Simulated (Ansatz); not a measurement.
# SnO2 monolayer (2H): a soft mode frozen in, part 2 of 3

Which phase does SnO2 monolayer (2H) fall into along its unstable mode, and how much energy does it gain?

Ansatz 0.2.0; DFT PBE, scalar-relativistic, plane waves, PAW.

So far, highest frequency on the path or at a solved wavevector (cm⁻¹): step 2 (phonons on a q mesh) 619. Also lowest frequency on the path (cm⁻¹): step 2 -74.8.

**6. Relaxing from the distorted cell**

Starting from the lowest point found, all atoms and the cell are let go, so that strain and other modes of the same symmetry can join in.

input.yaml

```yaml
crystal:
  lattice:
    - [3.1019443762, 0.0, 0.0]
    - [-1.5509721881, 2.6863626309, 0.0]
    - [0.0, 0.0, 28.7]
  atoms:
    - { symbol: Sn, position: [0.3333333333, 0.6666666667, 0.3484320557] }
    - { symbol: O, position: [0.670774013, 0.360930804, 0.3913020119] }
    - { symbol: O, position: [0.6625593203, 0.3057358627, 0.3055620995] }
  periodic: [true, true, false]
kpoints:
  mp_grid: { grid: [12, 12, 1] }
hamiltonian:
  xc: pbe
scf:
  occupations: { method: fixed }
output:
  forces: true
  stress: true
  eigenvalues: true
  write_density: true
  write_potential: true
  elf: true
  volumetric_format: npy
relax:
  adjacent_minimum: "off"
  f_tol: 0.002
  max_steps: 120
  cell: { stress_2d_tol: 0.005 }
```

On the command line:

```console
ansatz run input.yaml --threads 4 --pin off --max-ram 14336MiB --backend cpu --events-out ev --progress --plain --runs-dir out
```

Numbers of over 12 decimals in the logs are rounded to 6 here.

The log of the run:

```text
[...]
Crystal: 3 atoms, lattice volume = 239.156 Å³
Basis set: ecut = 420 eV, 4631 PW (Γ), exchange–correlation on 48×48×384 points (8 copies of the dense FFT grid, shifted against one another)
Bands: 17, of which v1, the nominal top of the filled ones, is band 13 counted from 1 (12 counted from 0)
Symmetry: 1 space group operations
[...]
k-points: 74 of 144 (time reversal used)
[...]
SCF iter   1: F=—  HF=-7157.064593 eV  |F-HF|=—  |Δ(HF+E_count)|=         —  Δρ=2.45e-3  dr2=1.03e-2  ethr=1.77e-3  ⟨swp⟩=7.5  Hψ=8108  notcnv=0  defer=147
[...]
SCF iter  11: F=-7157.061925 eV  HF=-7157.061925 eV  |F-HF|=1.27e-11  |Δ(HF+E_count)|=  8.78e-10  Δρ=1.51e-7  dr2=4.17e-11  ethr=1.18e-12  ⟨swp⟩=8.9  Hψ=9965  notcnv=0
SCF 1 converged in 11 iterations: F = -7157.061925 eV  dr2 = 4.17e-11
[...]
relax step   1: F+E_penalty+E_count = -7157.06192524 eV  Δ(F+E_penalty+E_count) = +0.000e0 eV  max|allowed force component| = 7.394e-2 eV/Å  Δτ_max = 0.0000 Å  P = +0.311 N/m  Ω = 239.156 Å³  fix = [c, alpha, beta]  reactions: c +0.000 N/m; alpha +0.000, beta +0.000 N/m/rad  (11 SCF iters, dr2 threshold 1.00e-7 eV, accepted)
Crystal: 3 atoms, lattice volume = 240.333 Å³
Basis set: ecut = 420 eV, 4643 PW (Γ), exchange–correlation on 48×48×384 points (8 copies of the dense FFT grid, shifted against one another)
[...]
iter 1 solved again at ethr=5.39e-7 eV; its pass at ethr=3.10e-3 eV (dr2=1.40e-4 eV) is discarded
[...]
SCF iter   6: F=-7157.061333 eV  HF=-7157.061333 eV  |F-HF|=8.94e-9  |Δ(HF+E_count)|=   8.90e-8  Δρ=4.37e-6  dr2=1.35e-8  ethr=1.15e-9  ⟨swp⟩=15.5  Hψ=12041  notcnv=0
SCF 2 converged in 6 iterations: F = -7157.061333 eV  dr2 = 1.35e-8
relax step   2: F+E_penalty+E_count = -7157.06133326 eV  Δ(F+E_penalty+E_count) = +5.920e-4 eV  max|allowed force component| = 7.599e-2 eV/Å  Δτ_max = 0.0051 Å  P = -0.142 N/m  Ω = 240.333 Å³  energy of the carried Pulay correction = -9.739e-4 eV  fix = [c, alpha, beta]  reactions: c +0.000 N/m; alpha -0.000, beta -0.000 N/m/rad  (6 SCF iters, dr2 threshold 3.00e-7 eV, accepted)
Crystal: 3 atoms, lattice volume = 240.170 Å³
[...]
SCF iter   6: F=-7157.062115 eV  HF=-7157.062115 eV  |F-HF|=4.88e-8  |Δ(HF+E_count)|=   7.30e-8  Δρ=1.13e-5  dr2=1.53e-7  ethr=1.15e-9  ⟨swp⟩=25.3  Hψ=19426  notcnv=0
SCF 3 converged in 6 iterations: F = -7157.062115 eV  dr2 = 1.53e-7
relax step   3: F+E_penalty+E_count = -7157.06211453 eV  Δ(F+E_penalty+E_count) = -7.813e-4 eV  max|allowed force component| = 3.853e-2 eV/Å  Δτ_max = 0.0047 Å  P = -0.104 N/m  Ω = 240.170 Å³  energy of the carried Pulay correction = -8.397e-4 eV  fix = [c, alpha, beta]  reactions: c +0.000 N/m; alpha +0.000, beta -0.000 N/m/rad  (6 SCF iters, dr2 threshold 3.00e-7 eV, accepted)
[... from here on, the SCF cycles and remarks between the steps are left out ...]
relax step   4: F+E_penalty+E_count = -7157.06453169 eV  Δ(F+E_penalty+E_count) = -2.417e-3 eV  max|allowed force component| = 6.237e-2 eV/Å  Δτ_max = 0.0329 Å  P = +0.369 N/m  Ω = 239.805 Å³  energy of the carried Pulay correction = -5.379e-4 eV  fix = [c, alpha, beta]  reactions: c -0.000 N/m; alpha +0.000, beta +0.000 N/m/rad  (9 SCF iters, dr2 threshold 9.28e-8 eV, accepted)
relax step   5: F+E_penalty+E_count = -7157.08794742 eV  Δ(F+E_penalty+E_count) = -2.342e-2 eV  max|allowed force component| = 1.884e-1 eV/Å  Δτ_max = 0.1953 Å  P = +3.401 N/m  Ω = 240.295 Å³  energy of the carried Pulay correction = -9.429e-4 eV  fix = [c, alpha, beta]  reactions: c -0.000 N/m; alpha +0.000, beta -0.000 N/m/rad  (9 SCF iters, dr2 threshold 3.00e-7 eV, accepted)
relax step   6: F+E_penalty+E_count = -7157.16516582 eV  Δ(F+E_penalty+E_count) = -7.722e-2 eV  max|allowed force component| = 7.347e-1 eV/Å  Δτ_max = 0.1979 Å  P = +5.232 N/m  Ω = 245.567 Å³  energy of the carried Pulay correction = -5.248e-3 eV  fix = [c, alpha, beta]  reactions: c -0.000 N/m; alpha -0.000, beta +0.000 N/m/rad  (11 SCF iters, dr2 threshold 3.00e-7 eV, accepted)
relax step   7: F+E_penalty+E_count = -7157.31663420 eV  Δ(F+E_penalty+E_count) = -1.515e-1 eV  max|allowed force component| = 9.145e-1 eV/Å  Δτ_max = 0.1956 Å  P = +4.940 N/m  Ω = 253.745 Å³  energy of the carried Pulay correction = -1.174e-2 eV  fix = [c, alpha, beta]  reactions: c -0.000 N/m; alpha -0.000, beta +0.000 N/m/rad  (10 SCF iters, dr2 threshold 3.00e-7 eV, accepted)
relax step   8: F+E_penalty+E_count = -7157.48428484 eV  Δ(F+E_penalty+E_count) = -1.677e-1 eV  max|allowed force component| = 1.186e0 eV/Å  Δτ_max = 0.1762 Å  P = -0.609 N/m  Ω = 271.205 Å³  energy of the carried Pulay correction = -2.492e-2 eV  fix = [c, alpha, beta]  reactions: c +0.000 N/m; alpha +0.000, beta +0.000 N/m/rad  (11 SCF iters, dr2 threshold 3.00e-7 eV, accepted)
relax step   9: F+E_penalty+E_count = -7157.80568015 eV  Δ(F+E_penalty+E_count) = -3.214e-1 eV  max|allowed force component| = 1.232e0 eV/Å  Δτ_max = 0.2000 Å  P = -3.293 N/m  Ω = 275.164 Å³  energy of the carried Pulay correction = -2.778e-2 eV  fix = [c, alpha, beta]  reactions: c -0.000 N/m; alpha +0.000, beta +0.000 N/m/rad  (11 SCF iters, dr2 threshold 3.00e-7 eV, accepted)
relax step  10: F+E_penalty+E_count = -7158.35466205 eV  Δ(F+E_penalty+E_count) = -5.490e-1 eV  max|allowed force component| = 6.429e-1 eV/Å  Δτ_max = 0.2000 Å  P = -4.346 N/m  Ω = 268.127 Å³  energy of the carried Pulay correction = -2.266e-2 eV  fix = [c, alpha, beta]  reactions: c -0.000 N/m; alpha +0.000, beta +0.000 N/m/rad  (10 SCF iters, dr2 threshold 3.00e-7 eV, accepted)
relax step  11: F+E_penalty+E_count = -7158.49557710 eV  Δ(F+E_penalty+E_count) = -1.409e-1 eV  max|allowed force component| = 9.864e-2 eV/Å  Δτ_max = 0.0610 Å  P = -0.679 N/m  Ω = 258.894 Å³  energy of the carried Pulay correction = -1.573e-2 eV  fix = [c, alpha, beta]  reactions: c +0.000 N/m; alpha +0.000, beta +0.000 N/m/rad  (10 SCF iters, dr2 threshold 3.00e-7 eV, accepted)
relax step  12: F+E_penalty+E_count = -7158.49821886 eV  Δ(F+E_penalty+E_count) = -2.642e-3 eV  max|allowed force component| = 5.563e-3 eV/Å  Δτ_max = 0.0032 Å  P = -0.004 N/m  Ω = 257.596 Å³  energy of the carried Pulay correction = -1.473e-2 eV  fix = [c, alpha, beta]  reactions: c -0.000 N/m; alpha +0.000, beta +0.000 N/m/rad  (6 SCF iters, dr2 threshold 3.00e-7 eV, accepted)
relax step  13: F+E_penalty+E_count = -7158.49820977 eV  Δ(F+E_penalty+E_count) = +9.087e-6 eV  max|allowed force component| = 9.467e-4 eV/Å  Δτ_max = 0.0005 Å  P = +0.003 N/m  Ω = 257.613 Å³  energy of the carried Pulay correction = -1.474e-2 eV  fix = [c, alpha, beta]  reactions: c -0.000 N/m; alpha -0.000, beta -0.000 N/m/rad  (6 SCF iters, dr2 threshold 1.93e-9 eV, accepted)
relax step  14: F+E_penalty+E_count = -7158.52084465 eV  Δ(F+E_penalty+E_count) = -2.263e-2 eV  max|allowed force component| = 1.757e-3 eV/Å  Δτ_max = 0.0000 Å  P = +0.421 N/m  Ω = 257.613 Å³  fix = [c, alpha, beta]  reactions: c +0.000 N/m; alpha -0.000, beta -0.000 N/m/rad  stress off target by 4.22e-1 N/m on what of the cell is left free  SCF on the basis re-selected at this cell (its energy is not comparable with the rows above)  (10 SCF iters)
relax step  15: F+E_penalty+E_count = -7158.52049678 eV  Δ(F+E_penalty+E_count) = +3.479e-4 eV  max|allowed force component| = 2.606e-3 eV/Å  Δτ_max = 0.0034 Å  P = +0.027 N/m  Ω = 258.795 Å³  energy of the carried Pulay correction = -9.086e-4 eV  fix = [c, alpha, beta]  reactions: c +0.000 N/m; alpha -0.000, beta -0.000 N/m/rad  (6 SCF iters, dr2 threshold 2.87e-7 eV, accepted)
relax step  16: F+E_penalty+E_count = -7158.52045398 eV  Δ(F+E_penalty+E_count) = +4.280e-5 eV  max|allowed force component| = 2.970e-5 eV/Å  Δτ_max = 0.0000 Å  P = +0.002 N/m  Ω = 258.854 Å³  energy of the carried Pulay correction = -9.533e-4 eV  fix = [c, alpha, beta]  reactions: c +0.000 N/m; alpha -0.000, beta -0.000 N/m/rad  (5 SCF iters, dr2 threshold 1.22e-9 eV, accepted)
relax step  17: F+E_penalty+E_count = -7158.52139020 eV  Δ(F+E_penalty+E_count) = -9.362e-4 eV  max|allowed force component| = 4.131e-5 eV/Å  Δτ_max = 0.0000 Å  P = +0.019 N/m  Ω = 258.854 Å³  fix = [c, alpha, beta]  reactions: c +0.000 N/m; alpha -0.000, beta -0.000 N/m/rad  stress off target by 1.96e-2 N/m on what of the cell is left free  SCF on the basis re-selected at this cell (its energy is not comparable with the rows above)  (8 SCF iters)
relax step  18: F+E_penalty+E_count = -7158.52134874 eV  Δ(F+E_penalty+E_count) = +4.146e-5 eV  max|allowed force component| = 3.597e-5 eV/Å  Δτ_max = 0.0002 Å  P = +0.001 N/m  Ω = 258.909 Å³  energy of the carried Pulay correction = -4.272e-5 eV  fix = [c, alpha, beta]  reactions: c +0.000 N/m; alpha -0.000, beta -0.000 N/m/rad  (6 SCF iters, dr2 threshold 6.17e-10 eV, accepted)
[...]
SCF iter   1: F=—  HF=-7158.521361 eV  |F-HF|=—  |Δ(HF+E_count)|=         —  Δρ=8.45e-7  dr2=1.35e-9  ethr=1.07e-7  ⟨swp⟩=6.9  Hψ=14194  notcnv=0  defer=148
eigensolver tolerance schedule: the retry pair's looser diagonalisation over-reported the residual by 20532.48 of it (diagonalisation noise at 2.40 of the residual, at the tolerance the schedule requests for it); recorded, not acted on — ethr = c·dr2/N_el stays at c = 1.0e-1
[...]
SCF iter   2: F=—  HF=-7158.521373 eV  |F-HF|=—  |Δ(HF+E_count)|=   1.17e-5  Δρ=9.05e-7  dr2=2.79e-9  ethr=5.19e-12  ⟨swp⟩=7.3  Hψ=5694  notcnv=0  defer=148
[...]
SCF iter   8: F=-7158.521373 eV  HF=-7158.521373 eV  |F-HF|=3.09e-11  |Δ(HF+E_count)|=  7.28e-12  Δρ=6.04e-9  dr2=8.87e-14  ethr=1.00e-12  ⟨swp⟩=24.2  Hψ=12444  notcnv=0
SCF 19 converged in 8 iterations: F = -7158.521373 eV  dr2 = 8.87e-14
relax step  19: F+E_penalty+E_count = -7158.52137315 eV  Δ(F+E_penalty+E_count) = -2.442e-5 eV  max|allowed force component| = 5.672e-5 eV/Å  Δτ_max = 0.0000 Å  P = +0.002 N/m  Ω = 258.909 Å³  fix = [c, alpha, beta]  reactions: c +0.000 N/m; alpha -0.000, beta -0.000 N/m/rad  stress off target by 1.71e-3 N/m on what of the cell is left free  SCF on the basis re-selected at this cell (its energy is not comparable with the rows above)  (8 SCF iters)
[...]
WARN: The output density's exchange-correlation potential varies sharply where the density is thin. Do not read a vacuum level from v_tot or v_xc, or from such a field of the output density. On a cell that repeats whose density bears no net charge and no dipole along the vacuum's axis use v_es (v_loc + v_h of the components); under efield.dipole_correction with no amplitude use v_es + v_field, which holds any externa [...]
SCF converged after 8 iterations
Free energy (F): -7158.521373 eV
[...]
Internal energy: -7158.521373 eV  (E = F + TS)
E sigma→0 (E₀):  -7158.521373 eV
Fermi energy:    -8.318917 eV
[...]
--- Forces (eV/Å), atoms counted from 1 ---
  atom   1  Sn     0.00000968    -0.00000528    -0.00001676
  atom   2  O     -0.00001593     0.00000041    -0.00004000
  atom   3  O      0.00000626     0.00000487     0.00005670
  max |Σ_I F_I| component: 6.48e-8 eV/Å
--- 2D stress c σ (N/m, compression-positive) ---
        0.001693       0.000013       0.000000
        0.000013       0.001699       0.000000
        0.000000       0.000000       0.000000
  P = ½ c Tr σ = 0.0017 N/m
--- Band table (eV; the first three rows and the last of 74) ---
  k-point 0: bands = [... 9 lower, -9.4747, -9.0394, -9.0394, -8.8763, -5.7052, -2.5648, -0.2260, -0.2141]
  k-point 1: bands = [... 9 lower, -9.6670, -9.2611, -8.9461, -8.6733, -5.3590, -2.3170, -0.1226, -0.0758]
  k-point 2: bands = [... 9 lower, -10.0459, -9.4671, -8.8300, -8.5450, -4.5768, -1.7379, 0.1481, 0.3403]
  k-point 73: bands = [... 9 lower, -11.1674, -9.4669, -8.6912, -8.4420, -2.9287, -0.8836, 2.0798, 3.1755]
--- Relaxed structure (16 steps of the walk, 16 accepted, 3 SCFs on fresh bases) ---
  F+E_penalty+E_count = -7158.52137315 eV   max|allowed force component| = 5.672e-5 eV/Å   (the final SCF, on the basis selected at the relaxed cell)
  cell:  # Å, volume = 258.9094 Å³
    - [3.227510, -4.976960695984265e-7, 0]
    - [-1.613756, 2.795106, 0]
    - [0, 0, 28.7]
  atoms:
    - { symbol: Sn, position: [0.222222, 0.444445, 0.348432] }
    - { symbol: O, position: [0.888889, 0.777778, 0.383682] }
    - { symbol: O, position: [0.555555, 0.111111, 0.313182] }
```

The job ended after 3.8 min (4 threads of Arm Neoverse V1, shared host; peak memory 0.79 GiB).

Step by step:

```csv
step,energy less that of the first step (eV),largest force component (eV/Å),volume (Å³)
1,0.0000,0.0739,239.16
2,0.0006,0.0760,240.33
3,-0.0002,0.0385,240.17
4,-0.0026,0.0624,239.80
5,-0.0260,0.1884,240.29
6,-0.1032,0.7347,245.57
7,-0.2547,0.9145,253.75
8,-0.4224,1.1856,271.21
9,-0.7438,1.2324,275.16
10,-1.2927,0.6429,268.13
11,-1.4337,0.0986,258.89
12,-1.4363,0.0056,257.60
13,-1.4363,0.0009,257.61
14*,-1.4589,0.0018,257.61
15,-1.4586,0.0026,258.80
16,-1.4585,0.0000,258.85
17*,-1.4595,0.0000,258.85
18,-1.4594,0.0000,258.91
19*,-1.4594,0.0001,258.91
```

Relaxation steps marked * repeat the geometry before them on a plane-wave basis chosen anew for their cell, so energy and pressure can jump there.

| cell as run | before | after | change |
| --- | --- | --- | --- |
| a (Å) | 3.102 | 3.228 | +4.0 % |
| b (Å) | 3.102 | 3.228 | +4.0 % |

The atoms that moved most (Å, along periodic axes as changes of fractional coordinates times the final cell, across vacuum about the mean position):

```csv
atom,dx,dy,dz,length
O2,0.031,1.165,-0.219,1.186
Sn1,0.000,-0.621,0.000,0.621
O3,-0.031,-0.544,0.219,0.587
```

Final coordinates:

```xyz
3
Lattice="3.2275 0.0000 0.0000 -1.6138 2.7951 0.0000 0.0000 0.0000 28.7000" Properties=species:S:1:pos:R:3
Sn    0.0000    1.2423   10.0000
O     1.6138    2.1740   11.0117
O     1.6138    0.3106    8.9883
```

Numbers from this step:

- gap on the k-mesh: 2.614 eV
- area per atom: 3.007 Å²

ELF in the ac plane at fractional y = 0.111, with atoms of O within 0.2 Å of it. It is the smooth field of the valence electrons, not physical close to the nuclei.

Values, 24 rows by 14 columns, each cell a mean:
```
0.00 0.00 0.00 0.00 0.00 0.00 0.00 0.00 0.00 0.00 0.00 0.00 0.00 0.00
0.00 0.00 0.00 0.00 0.00 0.00 0.00 0.00 0.00 0.00 0.00 0.00 0.00 0.00
0.00 0.00 0.00 0.00 0.00 0.00 0.00 0.00 0.00 0.00 0.00 0.00 0.00 0.00
0.00 0.00 0.00 0.00 0.00 0.00 0.00 0.00 0.00 0.00 0.00 0.00 0.00 0.00
0.00 0.00 0.00 0.00 0.00 0.00 0.00 0.00 0.00 0.00 0.00 0.00 0.00 0.00
0.00 0.00 0.00 0.00 0.00 0.00 0.00 0.00 0.00 0.00 0.00 0.00 0.00 0.00
0.00 0.00 0.00 0.00 0.00 0.00 0.00 0.00 0.00 0.00 0.00 0.00 0.00 0.00
0.00 0.00 0.00 0.00 0.00 0.00 0.00 0.00 0.00 0.00 0.00 0.00 0.00 0.00
0.00 0.00 0.00 0.00 0.00 0.00 0.00 0.00 0.00 0.00 0.00 0.00 0.00 0.00
0.00 0.00 0.00 0.00 0.00 0.00 0.00 0.00 0.00 0.00 0.00 0.00 0.00 0.00
0.00 0.00 0.00 0.00 0.00 0.00 0.00 0.00 0.00 0.00 0.00 0.00 0.00 0.00
0.00 0.00 0.00 0.00 0.00 0.00 0.00 0.00 0.00 0.00 0.00 0.00 0.00 0.00
0.00 0.00 0.00 0.00 0.00 0.00 0.00 0.00 0.00 0.00 0.00 0.00 0.00 0.00
0.14 0.14 0.12 0.08 0.04 0.01 0.00 0.00 0.00 0.00 0.01 0.03 0.06 0.10
0.52 0.53 0.48 0.36 0.21 0.08 0.03 0.02 0.01 0.03 0.07 0.16 0.30 0.43
0.22 0.22 0.21 0.19 0.20 0.28 0.36 0.40 0.41 0.38 0.31 0.23 0.19 0.20
0.10 0.09 0.15 0.35 0.63 0.79 0.78 0.67 0.63 0.75 0.80 0.71 0.47 0.22
0.01 0.01 0.03 0.10 0.23 0.37 0.46 0.51 0.52 0.48 0.40 0.29 0.15 0.05
0.00 0.00 0.00 0.00 0.01 0.01 0.02 0.03 0.03 0.02 0.02 0.01 0.00 0.00
0.00 0.00 0.00 0.00 0.00 0.00 0.00 0.00 0.00 0.00 0.00 0.00 0.00 0.00
0.00 0.00 0.00 0.00 0.00 0.00 0.00 0.00 0.00 0.00 0.00 0.00 0.00 0.00
0.00 0.00 0.00 0.00 0.00 0.00 0.00 0.00 0.00 0.00 0.00 0.00 0.00 0.00
0.00 0.00 0.00 0.00 0.00 0.00 0.00 0.00 0.00 0.00 0.00 0.00 0.00 0.00
0.00 0.00 0.00 0.00 0.00 0.00 0.00 0.00 0.00 0.00 0.00 0.00 0.00 0.00
```
Columns run along a (3.2 Å), rows up along c (28.7 Å). Atoms in or near the plane, at fractional coordinates: O at (0.56, 0.31).

Valence density in the ac plane at fractional y = 0.111, with atoms of O within 0.2 Å of it. It is the smooth field of the valence electrons, not physical close to the nuclei.

Ten steps, logarithmic in the rise over the least value, from '0' (0.0 e/Å³) to '9' (5.2 e/Å³), each cell a mean:
```
00000000000000000
00000000000000000
00000000000000000
00000000000000000
00000000000000000
00000000000000000
00000000000000000
00000000000000000
00000000000000000
00000000000000000
00000000000000000
00000000000000000
00000000000000000
00000000000000000
44433211100112234
55544444555544444
22233568999986433
00000112233221100
00000000000000000
00000000000000000
00000000000000000
00000000000000000
00000000000000000
00000000000000000
```
Columns run along a (3.2 Å), rows up along c (28.7 Å). Atoms in or near the plane, at fractional coordinates: O at (0.56, 0.31).

Electrostatic potential energy in the ac plane at fractional y = 0.111, with atoms of O within 0.2 Å of it. With pseudopotentials it is smooth inside the atoms' cores, unlike the true potential.

Ten even steps from '_' (-15 eV) to '@' (0 eV), each cell a mean:
```
@@@@@@@@@@@@@@@@@@@@@@@@@@@@@@@@@@
@@@@@@@@@@@@@@@@@@@@@@@@@@@@@@@@@@
@@@@@@@@@@@@@@@@@@@@@@@@@@@@@@@@@@
@@@@@@@@@@@@@@@@@@@@@@@@@@@@@@@@@@
@@@@@@@@@@@@@@@@@@@@@@@@@@@@@@@@@@
@@@@@@@@@@@@@@@@@@@@@@@@@@@@@@@@@@
@@@@@@@@@@@@@@@@@@@@@@@@@@@@@@@@@@
@@@@@@@@@@@@@@@@@@@@@@@@@@@@@@@@@@
@@@@@@@@@@@@@@@@@@@@@@@@@@@@@@@@@@
@@@@@@@@@@@@@@@@@@@@@@@@@@@@@@@@@@
@@@@@@@@@@@@@@@@@@@@@@@@@@@@@@@@@@
@@@@@@@@@@@@@@@@@@@@@@@@@@@@@@@@@@
@@@@@@@@@@@@@@@@@@@@@@@@@@@@@@@@@@
@@@@@@@@@@@@@@@@@@@@@@@@@@@@@@@@@@
********######%%%%%%%%%%%%######**
________..--==++++++++++++==--..__
++++++******::..________..--******
@@@@@@@@@@@@@@@@@@@@@@@@@@@@@@@@@@
@@@@@@@@@@@@@@@@@@@@@@@@@@@@@@@@@@
@@@@@@@@@@@@@@@@@@@@@@@@@@@@@@@@@@
@@@@@@@@@@@@@@@@@@@@@@@@@@@@@@@@@@
@@@@@@@@@@@@@@@@@@@@@@@@@@@@@@@@@@
@@@@@@@@@@@@@@@@@@@@@@@@@@@@@@@@@@
@@@@@@@@@@@@@@@@@@@@@@@@@@@@@@@@@@
```
Columns run along a (3.2 Å; values clipped at the 3rd and 97th percentile), rows up along c (28.7 Å). Atoms in or near the plane, at fractional coordinates: O at (0.56, 0.31).

The distorted start has space group P1; the relaxation ends in P-3m1.

**7. The new phase in its own primitive cell**

The relaxed structure is symmetrised, reduced to its primitive cell and relaxed tightly, as its phonons need.

input.yaml

```yaml
crystal:
  lattice:
    - [3.2275103188, -4.977e-07, 0.0]
    - [-1.6137555904, 2.7951060068, 0.0]
    - [0.0, 0.0, 28.7]
  atoms:
    - { symbol: Sn, position: [0.2222221199, 0.4444445388, 0.348432071] }
    - { symbol: O, position: [0.8888892955, 0.777777803, 0.3836824331] }
    - { symbol: O, position: [0.5555552512, 0.1111109916, 0.313181663] }
  periodic: [true, true, false]
kpoints:
  mp_grid: { grid: [9, 9, 1] }
hamiltonian:
  xc: pbe
scf:
  occupations: { method: fixed }
output:
  forces: true
  stress: true
  eigenvalues: true
relax:
  adjacent_minimum: "off"
  f_tol: 0.001
  max_steps: 60
  cell: { stress_2d_tol: 0.002 }
```

The log of the run:

```text
[...]
--- Relaxed structure (2 steps of the walk, 2 accepted, 1 SCFs on fresh bases) ---
[...]
cell:  # Å, volume = 258.9156 Å³
    - [3.227549, -1.2034016253092647e-11, 0]
    - [-1.613775, 2.795140, 0]
    - [0, 0, 28.7]
  atoms:
    - { symbol: Sn, position: [0.222222, 0.444444, 0.348432] }
    - { symbol: O, position: [0.888889, 0.777778, 0.383682] }
    - { symbol: O, position: [0.555556, 0.111111, 0.313182] }
[key lines of the parts left out:]
SCF converged after 6 iterations
Free energy (F): -7158.521403 eV
Fermi energy:    -8.324964 eV
P = ½ c Tr σ = 0.0002 N/m
```

Run time: 4 s. Hardware: 4 threads; peak memory 0.53 GiB.

Little changed from the start: no atom moved by 0.005 Å and no cell edge by 0.1 %.

This step gave:

* gap on the k-mesh: 2.620 eV
* direct gap on mesh: 3.171 eV

The largest force component left is 0.12 meV/Å, within the tolerances set.

(Continued in part 3 of 3.)

[Logs are printed without paths, hosts, clocks, repeated set-up lines and the standing remarks that a program may print on its own settings, such as how far it seeks lower states.]

[Hosts, paths, dates, database ids (printed as entryN), source tags and the programs' standing remarks are cut or masked in the printed files.]
